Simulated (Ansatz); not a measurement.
**A decomposition energy, worked out: Sn2Se**

Level of theory: Ansatz 0.2.0, DFT PBE, scalar-relativistic, plane waves, PAW. All cells share a 420 eV cutoff and Γ-centred k meshes spaced at most about 0.3 Å⁻¹ (about 0.25 or finer for metals, 2π included). No spin polarisation.

Formation energies are uncorrected and refer to the elements' standard structures at the same level. The references include grey tin.

All energies are static (0 K, no zero-point motion). Weakly bound directions are ill-defined at this level, which has no dispersion term (SnSe Pnma). The reference form of Se is held partly by dispersion forces, which this level lacks.

A trial structure of Sn2Se (reached from: random cell; relaxed: space group P6/mmm (No. 191), a = 3.248 Å, c = 8.878 Å) has a formation energy of 0.109 eV/atom. At its composition the lowest mixture among the elements and 2 reference phases computed alike (others may be missing) consists of these:

| phase | source | ΔE_f (eV/atom) |
| --- | --- | --- |
| Sn (solid) | element | 0.000 |
| SnSe (Pnma) | Materials Project | -0.438 |

Question: Write the balanced decomposition and find its energy per atom, per formula unit and per mole of formula units.

Answer: Balancing Sn and Se gives Sn2Se → Sn + SnSe. The left side holds 3 atoms, and the products take 1/3 (Sn) and 2/3 (SnSe) of them. The mixture therefore lies at 1/3 × (0.000) + 2/3 × (-0.438) = -0.292 eV/atom. The reaction energy is -0.292 − (0.109) = -0.401 eV/atom. Times 3 atoms that is -1.203 eV per Sn2Se, and times 96.485 it is -116 kJ per mole of Sn2Se. Decomposition is downhill, so the trial structure is unstable against this mixture.
